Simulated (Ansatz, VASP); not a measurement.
# One calculation of AlFe, two programs

INCAR

```
SYSTEM = AlFe
  ALGO = Normal
  EDIFF = 1E-6
  ENCUT = 520
  GGA = PE
  ISIF = 2
  ISMEAR = -1
  LASPH = .True.
  LCHARG = .False.
  LREAL = .False.
  LWAVE = .False.
  NBANDS = 19
  NELM = 80
  PREC = Accurate
  SIGMA = 0.05
```

The input KPOINTS:

```
k-points
0
Gamma
  5 10 10
  0 0 0
```

POSCAR

```
AlFe
1.0
    5.8200000000      0.0000000000      0.0000000000
    0.0000000000      2.9100000000      0.0000000000
    0.0000000000      0.0000000000      2.9100000000
Al Fe
2 2
Direct
    0.0000000000      0.0000000000      0.0000000000
    0.5000000000      0.0000000000      0.0000000000
    0.2500000000      0.5000000000      0.5000000000
    0.7500000000      0.5000000000      0.5000000000
```

Input for Ansatz:

```yaml
crystal:
  lattice:
    - [5.82, 0.0, 0.0]
    - [0.0, 2.91, 0.0]
    - [0.0, 0.0, 2.91]
  atoms:
    - { symbol: Al, position: [0.0, 0.0, 0.0] }
    - { symbol: Fe, position: [0.25, 0.5, 0.5] }
    - { symbol: Al, position: [0.5, 0.0, 0.0] }
    - { symbol: Fe, position: [0.75, 0.5, 0.5] }
  symmetry: { tolerance: 0.0003 }
hamiltonian:
  xc: pbe
  pseudopotentials: { kind: paw, azcp: { folder: soft_1 } }
basis:
  ecutwfc: 420
magnetization:
  spin_polarized: false
scf:
  occupations: { method: fermi_dirac, width: 0.05 }
kpoints:
  mp_grid: { grid: [5, 10, 10], shift: [0, 0, 0] }
output:
  forces: true
  stress: true
  eigenvalues: true
```

Alike in both runs: task single point; functional PBE; k mesh 5 × 10 × 10; occupations fermi-dirac, width 0.05 eV; no spin polarisation.

|  | VASP | Ansatz |
| --- | --- | --- |
| version | VASP 6.6.1 | Ansatz 0.2.0 |
| potentials or method | VASP PAW PBE potentials, release 64 (Al, Fe) | PAW plane waves |
| plane-wave cutoff (eV) | 520 | 420 |
| valence electrons in the cell | 22 | 38 |

|  | VASP | Ansatz | Ansatz less VASP |
| --- | --- | --- | --- |
| pressure (GPa) | -6.9 | -7.0 | -0.07 |

The functional is the same, so the differences come from potentials, cutoffs and numerics. The two sets of potentials don't hold the same shells in valence.

Spin polarisation is off, so any magnetic state and its effect on volume and gap are missing.
